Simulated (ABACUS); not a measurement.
AgBr under changes of volume

One of the cells (23.644 Å³/atom); the others are scaled copies at fixed shape and fractional positions:

```xyz
2
Lattice="0.0000 2.8702 2.8702 2.8702 0.0000 2.8702 2.8702 2.8702 0.0000" Properties=species:S:1:pos:R:3 pbc="T T T"
Ag    0.0000    0.0000    0.0000
Br    2.8702    2.8702    2.8702
```

* Program: ABACUS 3.10.1
* Functional: PBE
* Potentials or basis: PseudoDojo NC SR 0.4.1 PBE standard
* Cutoff: 1361 eV
* Density cutoff: 5442 eV
* Basis: DZP LCAO (the cutoffs set its grid)
* k mesh: 8 × 8 × 8
* Occupations: fermi-dirac, width 0.05 eV
* Spin: no spin polarisation

| volume (Å³/atom) | energy over the lowest point (meV/atom) | pressure (GPa) |
| --- | --- | --- |
| 22.225 | ? | ? |
| 22.698 | 37.39 | 5.4 |
| 23.171 | 23.55 | 4.1 |
| 23.644 | 13.22 | 2.9 |
| 24.116 | 6.03 | 1.9 |
| 24.589 | 1.80 | 1.0 |
| 25.062 | 0.00 | 0.2 |

Q: What does the run at 22.225 Å³/atom give?

A: Energy over the lowest point 55.29 meV/atom; pressure 6.8 GPa.

Worked out: A Birch-Murnaghan fit of order 3 (a polynomial in V^(-2/3)) to the other rows has its minimum at 25.18 Å³/atom, just outside them, with B0 = V·E''(V) = 40 GPa and B' = 4.6. It gives 55.19 meV/atom at 22.225 Å³/atom, against the run's 55.29, and -dE/dV = 6.7 GPa, against 6.8.

Energies are extrapolated to zero smearing.

Caveats: the atomic orbitals were generated for these runs and aren't a published set; the basis of atomic orbitals isn't converged, which shifts pressures, moduli and gaps.
